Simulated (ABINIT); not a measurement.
Input of an ABINIT 10.8.3 (patched build) run:

File run.abi:

```
# Datasets
ndtset 3

# Pseudopotentials
pp_dirpath "./"
pseudos "Sr.upf, V.upf, O.upf"

# Structure
acell 7.2951642483 7.2951642483 7.2951642483
rprim
     1.0000000000     0.0000000000     0.0000000000
     0.0000000000     1.0000000000     0.0000000000
     0.0000000000     0.0000000000     1.0000000000
ntypat 3
znucl 38 23 8
natom 5
typat 1 2 3 3 3
chkprim 0
chksymtnons 0
tolsym 1.0e-6
xred
            1/2            1/2            1/2
            0.0            0.0            0.0
            0.0            0.0            1/2
            0.0            1/2            0.0
            1/2            0.0            0.0

# Plane-wave basis
ecut 42.0
ecutsm 0.5

# k points
ngkpt 8 8 8
nshiftk 1
shiftk 0.5 0.5 0.5
istwfk *1

# Exchange and correlation
ixc 11

# Bands and occupations
occopt 3
tsmear 0.05 eV

# Spin
nsppol 2
spinat
     0.0000000000     0.0000000000     0.0000000000
     0.0000000000     0.0000000000     2.0000000000
     0.0000000000     0.0000000000     0.0000000000
     0.0000000000     0.0000000000     0.0000000000
     0.0000000000     0.0000000000     0.0000000000

# SCF cycle
nstep 80

# Output
iomode 3
prteig 0
prtebands 0

# Dataset 1: ground state
nband1 26
tolvrs1 1.0e-12
prtden1 1
prtwf1 0
kptopt1 1

# Dataset 2: empty bands at fixed density
iscf2 -3
getden2 1
nband2 36
nbdbuf2 4
tolwfr2 1.0e-12
nstep2 120
prtden2 0
kptopt2 1

# Dataset 3: wave functions and velocity matrix elements in the full zone
optdriver3 8
wfk_task3 "wfk_optics_fullbz"
getwfk3 2
nband3 32
kptopt3 1
prtevk3 1
inclvkb3 2
```

The input optic.abi:

```
&FILES
 ddkfile_1 = 'runo_DS3_1_EVK.nc',
 ddkfile_2 = 'runo_DS3_2_EVK.nc',
 ddkfile_3 = 'runo_DS3_3_EVK.nc',
 wfkfile = 'runo_DS3_WFK.nc'
/
&PARAMETERS
 broadening = 0.001837,
 domega = 0.002,
 maxomega = 0.8,
 scissor = 0.000000,
 tolerance = 0.002
/
&COMPUTATIONS
 num_lin_comp = 1,
 lin_comp = 11,
 num_nonlin_comp = 0
/
```

Potentials or basis: PseudoDojo NC SR PBE v0.4.1 standard.

Command:

```bash
$ mpirun --bind-to none -np 4 abinit run.abi > log 2>&1
$ optic optic.abi > optic.log 2>&1
```

Problem. Estimate the pressure.

Solution. -0.5 GPa.

Problem. What does it give for the site moments?

Solution. Sr +0.00; V +0.46; O -0.00 μB.

Problem. Estimate the net moment.

Solution. 0.52 μB per cell.

Dielectric function (mean over the directions given):
```csv
energy (eV),real part,imaginary part
0.33,-8.49,6.06
0.98,4.08,0.32
1.63,5.72,0.14
2.29,6.50,0.61
2.94,10.35,1.35
3.70,5.65,9.28
4.35,0.56,6.86
5.01,2.22,3.92
5.66,2.68,3.32
6.31,4.12,2.59
7.08,1.70,3.42
7.73,1.18,1.78
8.38,2.42,4.40
9.03,0.07,4.04
9.69,0.93,3.24
10.45,-0.17,2.47
11.10,0.39,2.06
11.76,-0.30,3.20
12.41,-0.04,1.56
13.06,-0.24,0.83
13.82,0.10,0.59
14.48,0.88,0.87
15.13,0.63,1.18
15.78,0.57,0.90
16.44,0.76,0.94
17.20,1.17,0.89
17.85,1.03,1.00
18.50,0.96,1.33
19.16,0.81,0.99
19.92,0.73,1.27
```

Caveat: the intraband (Drude) term is left out; spectra need much finer meshes, so this one isn't converged; independent-particle spectra lack excitons.
